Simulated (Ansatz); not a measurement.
**MnS: all-electron results**

```xyz
2
Lattice="0.0000 2.8197 2.8197 2.8197 0.0000 2.8197 2.8197 2.8197 0.0000" Properties=species:S:1:pos:R:3 pbc="T T T"
Mn    0.0000    0.0000    0.0000
S     1.4099    1.4099    1.4099
```

Atoms are numbered in the order listed.

The cell was built from the zincblende type and relaxed in the same program, and has space group F-43m; it needn't be a known or the stable phase.

Other magnetic orders may lie lower; this is the state that the run reached.

Methods: DFT, PBE, all-electron LAPW, scalar-relativistic (Ansatz 0.2.0); DFT, PBE, PAW with Ansatz's default frozen-core files, scalar-relativistic (Ansatz 0.2.0); DFT, PBE, all-electron PAW with datasets made for the crystal, scalar-relativistic (Ansatz 0.2.0).

For LAPW: a Γ-centred 12×12×12 k mesh, Fermi–Dirac smearing of 0.05 eV, basis error target 0.5 meV/atom, spin-polarised from start moments Mn1 4 μB. PAW takes a cutoff of 420 eV at this cell. The crystal-made all-electron datasets (AE datasets) take a cutoff of 260 eV at this cell. The Ansatz runs share mesh, smearing and spin set-up. Values come from LAPW unless marked.

```json
{"Moment of the cell": "4.96 μB", "Density of states at the Fermi level (0.2 eV bin)": "0.46 states/eV per cell", "Band gap": "none at this level of theory (metallic, semimetallic, or a small gap that the functional closes)", "Bader charges (from the PAW run)": "Mn1 +1.15, S2 -1.15 e", "Pressure at this cell": "0.4 kbar", "Volume per atom": "22.42 Å³"}
```

Task: Give the computed value. Contact hyperfine fields (crystal-made datasets).

Result: Mn1 -8.4, S2 10.7 T, core polarisation included, positive along the moment of the spin-up electrons.

Task: Predict this quantity. Löwdin charges (with 0.15 e of the cell spilling out of the atomic basis, so their sizes and signs hang on that basis).

Result: Mn1 1.07, S2 -0.92 e.

Task: Moments in the spheres: what does the calculation give?

Result: Mn1 4.49, S2 0.12 μB.
